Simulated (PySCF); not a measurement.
One of the candidates below gave these computed data.

All candidates are C3H6O.

* Dipole: 1.53 D [PBE0/pcSseg-1]
* Rotational structure: rotational constants A, B, C: 16.966, 6.792, 5.960 GHz [GFN2-xTB]
* Couplings: largest of the computed one-bond spin–spin couplings (means over like bonds): 13C–1H +190.6, 13C–1H +165.5 (×2), 13C–1H +163.3 (×2), 17O–1H -73.2, 17O–13C +25.0, 13C–13C +16.7 (×2), 13C–13C +12.0 Hz [B3LYP/pcJ-1, spin–dipole term left out]
* 1H NMR: chemical shifts (computed TMS as zero) by class: 3.37 (1 H), 0.49 (2 H), 0.15 (2 H), -0.91 (1 H) ppm [GIAO PBE0/pcSseg-1]
* 13C NMR: chemical shifts (computed TMS as zero) by class: 50.9 (1 C), 8.1 (2 C) ppm [GIAO PBE0/pcSseg-1]
* NMR, other nuclei: isotropic shieldings of nuclei other than C and H, by class: 291 (1 O) ppm [GIAO PBE0/pcSseg-1]

The electronic properties come from PySCF, for the isolated species, density fitting. Levels stand in brackets. Geometry: GFN2-xTB, one conformer, isolated molecule. NMR values are class means; diastereotopic atoms form classes of their own.

**Question.** Which candidate is it?
A. `OC1CC1`
B. `CCC=O`
C. `C=COC`
D. `C[C@@H]1CO1`

**Answer.** A. It is `OC1CC1`. Numbering: `[OH:1][CH:2]1[CH2:3][CH2:4]1`. Its formula, C3H6O, gives 1 degree of unsaturation: 1 ring and 0 π bonds in the structure found. 3 carbons fall into 2 classes; from least to most shielded: carbinol carbon (C–OH) [C2] (50.9 ppm), three-membered-ring carbon [C3/C4] (8.1 ppm, 2 C). Hydrogen classes from least to most shielded: 1 H on a carbinol carbon (C–OH), C2 (3.37 ppm), 2 H on 2 three-membered-ring carbons, C3/C4 (0.49 ppm), 2 H on 2 three-membered-ring carbons, C3/C4 (0.15 ppm), 1 H on an alcohol oxygen, O1 (-0.91 ppm). The other shieldings belong to: 291 ppm, alcohol oxygen [O1]. The couplings run between: +190.6 Hz, carbinol carbon (C–OH) [C2] and its hydrogen; +165.5 Hz, three-membered-ring carbon [C3] and its hydrogen (with 1 like pair); +163.3 Hz, three-membered-ring carbon [C3] and its hydrogen (with 1 like pair); -73.2 Hz, alcohol oxygen [O1] and its hydrogen; +25.0 Hz, alcohol oxygen [O1] and carbinol carbon (C–OH) [C2]; +16.7 Hz, carbinol carbon (C–OH) [C2] and three-membered-ring carbon [C3] (with 1 like pair); +12.0 Hz, three-membered-ring carbon [C3] and three-membered-ring carbon [C4]. The optimised geometry has point group Cs and is an asymmetric top.

The others, at the same levels:
- `CCC=O` fails: it has 3 carbon classes against 2; its computed 13C shifts are 205.9 (1 C), 43.0 (1 C), 7.7 (1 C) ppm, 1H shifts are 10.19 (1 H), 2.43 (2 H), 1.08 (3 H) ppm and smallest rotational constant is 4.652 GHz (against 5.960 GHz).
- `C[C@@H]1CO1` fails: it has 3 carbon classes against 2; its computed 13C shifts are 46.0 (1 C), 44.6 (1 C), 20.9 (1 C) ppm, 1H shifts are 2.67 (1 H), 2.47 (1 H), 2.08 (1 H), 1.30 (3 H) ppm and rotational constant A is 18.715 GHz (against 16.966 GHz).
- `C=COC` fails: it has 3 carbon classes against 2; its computed 13C shifts are 161.3 (1 C), 86.4 (1 C), 55.0 (1 C) ppm, 1H shifts are 6.77 (1 H), 4.13 (1 H), 4.00 (1 H), 3.68 (3 H) ppm and rotational constant A is 18.831 GHz (against 16.966 GHz).

Each candidate is one conformer, not necessarily the lowest. Dipoles, sizes and rotational constants follow the conformer. The torsions of the flexible species, by atom-mapped SMILES:
- `[OH:1][CH:2]1[CH2:3][CH2:4]1`: H–O1–C2–C3 -36°
- `[CH3:1][CH2:2][CH:3]=[O:4]`: C1–C2–C3–O4 0°
- `[CH2:1]=[CH:2][O:3][CH3:4]`: C1–C2–O3–C4 0°
